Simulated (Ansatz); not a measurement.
Fe, DFT, PBE, PAW with Ansatz's default frozen-core files, scalar-relativistic (Ansatz 0.2.0), run on 1 thread of Intel(R) Xeon(R) Platinum 8488C (Sapphire Rapids) on a shared host.

Structure from Materials Project entry mp-136 (possibly hypothetical), not relaxed further. The listed cell was then made from it by scaling, straining or moving an atom.

Command: `ansatz run input.yaml --threads 1 --pin off --max-ram 3072MiB --backend cpu --events-out ev --progress --plain --runs-dir out`

```yaml
crystal:
  lattice:
    - [2.4341575853, 0.0, 0.0]
    - [-1.2170787927, 2.1080423057, 0.0]
    - [0.0, 0.0, 3.9571925041]
  atoms:
    - { symbol: Fe, position: [0.3333333333, 0.6666666667, 0.25] }
    - { symbol: Fe, position: [0.6666666667, 0.3333333333, 0.75] }
kpoints:
  mp_grid: { grid: [17, 17, 10] }
scf:
  occupations: { method: fermi_dirac, width: 0.08 }
hamiltonian:
  xc: pbe
  pseudopotentials: { kind: paw }
output:
  forces: true
  stress: true
  eigenvalues: true
  efg: { contact_densities: true }
```

(1) How large is the problem that the program sets up?

(2) Estimate the wall time and the peak memory.

(3) And the same cell and mesh by crystal-made all-electron datasets, asked for forces, stress, eigenvalues, efg, on the same hardware?

Results:

(1) 198 irreducible k-points, 391 plane waves at Γ, 20 bands.

(2) 5.2 s of wall time for 6 SCF iterations, with a peak of 0.44 GiB. Times on shared machines scatter by tens of per cent.

(3) 27 s, peak memory 0.62 GiB.
